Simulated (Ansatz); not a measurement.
Ionic part of the dielectric constant of BN at 15 GPa, mode by mode

Level of theory: Ansatz 0.2.0, DFT PBEsol, scalar-relativistic, plane waves, PAW. Settings: 420 eV plane-wave cutoff, Γ-centred 12×12×12 mesh, fixed occupations. No spin polarisation. Phonons by linear response, acoustic sum rule imposed.

The structure is trigonal, space group R3m (No. 160). The conventional cell has a = 2.478 Å, b = 2.478 Å, c = 8.187 Å, α = 90.00°, β = 90.00°, γ = 120.00°. B (site symmetry 3m) is surrounded by 3 N at 1.43 Å. N (site symmetry 3m) has 3 B at 1.43 Å as nearest neighbours.

The crystal is built of layers and no dispersion correction was added, so the binding between them is poorly described, and with it their spacing and whatever depends on it.

The primitive cell has V = 14.52 Å³ and ε∞,xx = 5.456. Each polar mode adds Δε = (4.92064×10⁷/V)·S/ν² along x, with S its oscillator strength in e²/amu, ν in cm⁻¹ and V in Å³.

Question: From these modes, find each Δε and ε0,xx.
| ν (cm⁻¹) | S_xx (e²/amu) |
| --- | --- |
| 662.2 | 0.00191 |
| 1419.9 | 1.147 |

Answer:
```json
{"ν (cm⁻¹)": "662.2", "Δε": "0.01"}
{"ν (cm⁻¹)": "1419.9", "Δε": "1.93"}
```

The sum is 1.943, so ε0,xx = 7.40; the run's tensor has 7.40.

Question: Where do the longitudinal modes lie for a wave vector along x?

Answer: At 663, 1652 cm⁻¹. The Lyddane–Sachs–Teller product Π(ν_LO/ν_TO)² = 1.36 matches ε0/ε∞ = 1.36.

This form isn't the usual stable structure of the compound at low pressure.

Cost: 1 run of about 0.65 core-minutes, on Intel Xeon 6975P-C (Granite Rapids) (shared hosts).